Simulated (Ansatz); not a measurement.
## Mg2Si: pressure against volume per atom

Periodic Kohn-Sham DFT of a crystal at fixed atoms; pressure and stress are positive in compression; the energy is the free energy less that of spherical unpolarised free atoms; site moments are those in the method's own spheres, positive along +z. The results are calculated, by Ansatz 0.2.0.

Cell of the first row (space group Fm-3m, No. 225):
```
cell vectors (Å)
   0.0000     3.1298     3.1298
   3.1298     0.0000     3.1298
   3.1298     3.1298     0.0000
atoms (fractions of the cell vectors)
Mg  0.25000  0.25000  0.25000
Mg  0.75000  0.75000  0.75000
Si  0.00000  0.00000  0.00000
```

Settings of every row: method frozen-core PAW; functional PBE; relativity scalar; k mesh 9x9x9; filling fermi-dirac; smearing width 0.05 eV; wave cutoff 420 eV; paw set soft_2.

Atom start moment: 0 on all atoms.

Limits: small gap, it may come from the mesh.

| row | volume per atom (Å³) | pressure (GPa) |
| --- | --- | --- |
| 1 | 20.439 | 2.986 |
| 2 | 20.873 | ? |
| 3 | 21.308 | 0.455 |
| 4 | 21.526 | -0.101 |
| 5 | 21.743 | -0.629 |
| 6 | 21.961 | -1.131 |
| 7 | 22.178 | -1.607 |
| 8 | 22.613 | -2.491 |
| 9 | 23.048 | -3.287 |

Question: what pressure should row 2 give?

Worked fit of pressure. Take u = (V_r/V)^(2/3) − 1 with V_r = 21.852 Å³ an atom, which is twice the finite (Eulerian) strain; such expansions in the strain, on which the Birch-Murnaghan equation of state is built, carry the rest volume and the bulk modulus. The shown rows have u = 0.04557, 0.01695, 0.01007, 0.00334, -0.00331, -0.00982, -0.02256, -0.0349. Least squares give pressure = −0.8835 + 75.62 × u + 197.83 × u² + 133 × u³ GPa; a parabola predicts inner rows, each left out in turn, worse (root mean square 0.0022 against 0.001 GPa). The rows lie off it by 0.000, -0.001, 0.001, 0.000, 0.001, 0.000, -0.001, 0.000. The pressure vanishes at u = 0.0113, or V = 21.49 Å³ an atom, and there the bulk modulus at fixed shape and fractions is B = −V dP/dV = (2/3)(1 + u) dP/du = 54 GPa. The withheld row has u = 0.03103, so the fit gives −0.8835 + 75.62 × (0.03103) + 197.83 × (0.03103)² + 133 × (0.03103)³ = 1.657 GPa.

The calculation gave 1.656 GPa. The fit lies 0.001 GPa (0.016 % of the column's range) above it, one unit of the last digit.
